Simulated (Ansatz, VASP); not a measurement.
AlN in VASP and in Ansatz

Contents of INCAR:

```
SYSTEM = AlN
ALGO = Normal
EDIFF = 1E-6
ENCUT = 520
GGA = PE
ISIF = 2
ISMEAR = 0
LASPH = .TRUE.
LCHARG = .FALSE.
LREAL = .FALSE.
LWAVE = .FALSE.
NBANDS = 16
NELM = 100
PREC = Accurate
SIGMA = 0.05
```

KPOINTS

```
k-points
0
G
  9 9 6
  0 0 0
```

POSCAR

```
AlN
1.0
    3.3803109847      0.0000000000      0.0000000000
   -1.6901554924      2.9274351854      0.0000000000
    0.0000000000      0.0000000000      4.5066306048
Al N
2 2
Direct
    0.3333333333      0.6666666667      0.7500000000
    0.6666666667      0.3333333333      0.2500000000
    0.3333333333      0.6666666667      0.2500000000
    0.6666666667      0.3333333333      0.7500000000
```

Input for Ansatz:

```yaml
crystal:
  lattice:
    - [3.3803109847, 0.0, 0.0]
    - [-1.6901554924, 2.9274351854, 0.0]
    - [0.0, 0.0, 4.5066306048]
  atoms:
    - { symbol: Al, position: [0.3333333333, 0.6666666667, 0.75] }
    - { symbol: Al, position: [0.6666666667, 0.3333333333, 0.25] }
    - { symbol: "N", position: [0.3333333333, 0.6666666667, 0.25] }
    - { symbol: "N", position: [0.6666666667, 0.3333333333, 0.75] }
basis:
  ecutwfc: 520.0
kpoints:
  mp_grid: { grid: [9, 9, 6] }
hamiltonian:
  xc: pbe
  pseudopotentials: { kind: paw, azcp: { folder: soft_1 } }
scf:
  occupations: { method: gaussian, width: 0.05 }
output:
  forces: true
  stress: true
  eigenvalues: true
  write_density: true
  write_potential: true
  elf: true
  volumetric_format: npy
```

Alike in both runs: task single point; functional PBE; k mesh 9 × 9 × 6; occupations gaussian, width 0.05 eV; no spin polarisation.

```csv
,VASP,Ansatz
version,VASP 6.6.1,Ansatz 0.2.0
potentials or method,"VASP PAW PBE potentials, release 64 (Al, N)","scalar-relativistic, plane waves, PAW"
plane-wave cutoff (eV),520,520
valence electrons in the cell,16,16
```

|  | VASP | Ansatz | Ansatz less VASP |
| --- | --- | --- | --- |
| gap on the k mesh at the Fermi level (eV) | 2.24 | 2.24 | -0.005 |
| least direct gap on the mesh (eV) | 2.24 | 2.24 | -0.005 |
| pressure (GPa) | -17.1 | -16.9 | +0.13 |
| largest component of the traceless stress (GPa) | 0.34 | 0.27 | -0.070 |

Caveats: so large a pressure means that the cell lies far from this level's equilibrium, or that cutoff or potentials fall short (VASP).
